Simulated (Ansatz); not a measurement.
ScAl₃: strain energy, fitted

ScAl₃, Pm-3m, a = 4.071 Å. The structure is a Materials Project entry; whether it is the stable form wasn't checked. Ansatz: PBEsol, PAW, 420 eV, Γ-centred 14×14×14 mesh on 4 atoms, Gaussian smearing 0.10 eV; no spin polarisation. Series: biaxial strain in the a-b plane, c and atoms relaxed; x is the strain in per cent. y is the free energy over the unstrained cell, V0 = 16.871 Å³/atom.

```
x (%) y (meV/atom)
 -6.0             ?
 -4.0         41.02
 -2.0          9.76
  0.0          0.00
  2.0          8.49
  4.0         31.90
  6.0         67.11
```

**Question.** Fit y = c2 x² + c3 x³ to the other rows, turn c2 into a modulus, and predict the missing energy.

**Answer.** Least squares on the rows shown. y = 2.2825 x² − 0.069969 x³. In eV per unit strain² c2 is 22.83; M is the biaxial modulus (E = M V0 ε²): 22.83 × 160.2 / (16.871) = 217 GPa. At x = -6.0 the fit asked for gives 97.28 meV/atom. The run gave 97.21 meV/atom, so the fit is 0.07 meV/atom too high, within the rms miss on the fitted rows (0.08 meV/atom).